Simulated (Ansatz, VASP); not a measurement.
**Two plane-wave programs on Y**

File INCAR:

```
ALGO = Normal ; EDIFF = 1E-6
ENCUT = 520 ; GGA = PE
ISIF = 2 ; ISMEAR = -1
LASPH = True ; LCHARG = False
LREAL = False ; LWAVE = False
NBANDS = 12 ; NELM = 100
PREC = Accurate ; SIGMA = 0.08
```

The input KPOINTS:

```
k-points
0
Gamma
  13 13 13
```

The input POSCAR:

```
Y
1.0
   -1.7051707273      1.7051707273      1.7051707273
    1.7051707273     -1.7051707273      1.7051707273
    1.7051707273      1.7051707273     -1.7051707273
Y
1
Direct
    0.0000000000      0.0000000000      0.0000000000
```

Input for Ansatz:

```yaml
crystal:
  lattice:
    - [-1.7051707273, 1.7051707273, 1.7051707273]
    - [1.7051707273, -1.7051707273, 1.7051707273]
    - [1.7051707273, 1.7051707273, -1.7051707273]
  atoms:
    - { symbol: "Y", position: [0.0, 0.0, 0.0] }
kpoints:
  mp_grid: { grid: [13, 13, 13] }
scf:
  occupations: { method: fermi_dirac, width: 0.08 }
hamiltonian:
  xc: pbe
  pseudopotentials: { kind: paw }
output:
  forces: true
  stress: true
  eigenvalues: true
  populations: true
```

Change from the starting cell: volume scaled by 0.6, PAW files.

Alike in both runs: task single point; functional PBE; k mesh 13 × 13 × 13; occupations fermi-dirac, width 0.08 eV; no spin polarisation.

|  | VASP | Ansatz |
| --- | --- | --- |
| version | VASP 6.6.1 | Ansatz 0.2.0 |
| potentials or method | VASP PAW PBE potentials, release 64 (Y_sv) | PAW with Ansatz's default frozen-core files, scalar-relativistic |
| plane-wave cutoff (eV) | 520 | 420 |
| valence electrons in the cell | 11 | 11 |

|  | VASP | Ansatz | Ansatz less VASP |
| --- | --- | --- | --- |
| pressure (GPa) | 41.0 | 41.4 | +0.41 |

Caveats: so large a pressure means that the cell lies far from this level's equilibrium, or that cutoff or potentials fall short (VASP).
